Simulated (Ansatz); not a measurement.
Mo: random displacements

Method: Ansatz 0.2.0, DFT PBE, scalar-relativistic, plane waves, PAW. Cutoff 420 eV, Γ-centred 12×12×12 k-points, Gaussian smearing of 0.15 eV. No spin polarisation. Energies are free energies at this smearing, counted from the undisturbed cell; pressure is positive in compression.

Reference structure (as given, not relaxed at this level):

```yaml
crystal:
  lattice:
    - [-3.14200, 3.14200, -3.14200]
    - [3.14200, 3.14200, 3.14200]
    - [3.14200, -3.14200, -3.14200]
  atoms:
    - { symbol: Mo, position: [0.50000, 0.00000, 0.50000] }
    - { symbol: Mo, position: [0.00000, 0.00000, 0.50000] }
    - { symbol: Mo, position: [0.50000, 0.00000, 0.00000] }
    - { symbol: Mo, position: [0.00000, 0.00000, 0.00000] }
    - { symbol: Mo, position: [0.50000, 0.50000, 0.50000] }
    - { symbol: Mo, position: [0.00000, 0.50000, 0.50000] }
    - { symbol: Mo, position: [0.50000, 0.50000, 0.00000] }
    - { symbol: Mo, position: [0.00000, 0.50000, 0.00000] }
```

The atoms are displaced (Å, in the unstrained cell):

| atom | ux | uy | uz |
| --- | --- | --- | --- |
| Mo1 | -0.191 | 0.037 | -0.268 |
| Mo2 | 0.456 | 0.038 | 0.089 |
| Mo3 | -0.088 | -0.249 | 0.007 |
| Mo4 | -0.180 | 0.276 | 0.083 |
| Mo5 | 0.061 | 0.038 | -0.159 |
| Mo6 | -0.170 | 0.023 | 0.355 |
| Mo7 | 0.151 | -0.104 | -0.038 |
| Mo8 | -0.040 | -0.059 | -0.068 |

Strain (Voigt, engineering shear): (-0.0196, -0.0110, 0.0445, -0.0976, -0.0714, -0.0210).

(1) What are the energy change, the stress and the forces?

Results:

(1) ΔE = 702.1 meV/atom; stress (xx, yy, zz, yz, xz, xy; compression positive) (27.40, 23.18, 23.20, 7.36, 6.18, -1.24) GPa.
| atom | Fx (eV/Å) | Fy | Fz |
| --- | --- | --- | --- |
| Mo1 | 3.89 | -2.06 | 4.02 |
| Mo2 | -6.89 | 3.55 | -0.06 |
| Mo3 | 0.34 | 2.37 | -0.25 |
| Mo4 | 1.85 | -5.16 | -3.10 |
| Mo5 | -1.01 | -2.13 | 0.22 |
| Mo6 | 1.58 | 0.64 | -1.68 |
| Mo7 | -2.34 | 1.50 | -1.18 |
| Mo8 | 2.57 | 1.30 | 2.02 |

Cost: 1 run of about 13 core-minutes, on Arm Neoverse V2 (shared hosts).